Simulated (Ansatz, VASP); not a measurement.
## W in VASP and in Ansatz

Contents of INCAR:

```
  PREC = Accurate
  ENCUT = 520
  EDIFF = 1E-7
  ISMEAR = -1
  SIGMA = 0.1
  LREAL = False
  LASPH = True
  NELM = 60
  ALGO = Normal
  ISIF = 2
  LWAVE = False
  LCHARG = True
  GGA = PE
  LELF = True
  LVHAR = True
  NBANDS = 13
```

KPOINTS

```
Automatic mesh
0
Gamma
  8 8 8
```

The input POSCAR:

```
W
1.0
   -1.5921723362      1.5921723362      1.5921723362
    1.5921723362     -1.5921723362      1.5921723362
    1.5921723362      1.5921723362     -1.5921723362
W
1
Direct
    0.0000000000      0.0000000000      0.0000000000
```

Input for Ansatz:

```yaml
crystal:
  lattice:
    - [-1.5921723362, 1.5921723362, 1.5921723362]
    - [1.5921723362, -1.5921723362, 1.5921723362]
    - [1.5921723362, 1.5921723362, -1.5921723362]
  atoms:
    - { symbol: W, position: [0.0, 0.0, 0.0] }
hamiltonian:
  xc: pbe
  pseudopotentials:
    kind: paw
    azcp:
      W: "pseudopotentials/W.paw.azcp"
basis:
  ecutwfc: 420
  fft_grid_basis: typed
kpoints:
  mp_grid: { grid: [8, 8, 8], shift: [0, 0, 0] }
magnetization:
  spin_polarized: false
scf:
  occupations: { method: fermi_dirac, width: 0.1 }
  lower_state_search: "off"
output:
  stress: true
```

Alike in both runs: task single point; functional PBE; k mesh 8 × 8 × 8; occupations fermi-dirac, width 0.1 eV; no spin polarisation.

|  | VASP | Ansatz |
| --- | --- | --- |
| version | VASP 6.6.1 | Ansatz 0.2.0 |
| potentials or method | VASP PAW PBE potentials, release 64 (W_sv) | plane waves (420 eV) with PAW, scalar-relativistic |
| plane-wave cutoff (eV) | 520 | 420 |
| valence electrons in the cell | 14 | 14 |

|  | VASP | Ansatz | Ansatz less VASP |
| --- | --- | --- | --- |
| pressure (GPa) | 0.7 | 0.2 | -0.49 |

Spin-orbit coupling is left out, which matters for the levels of W.
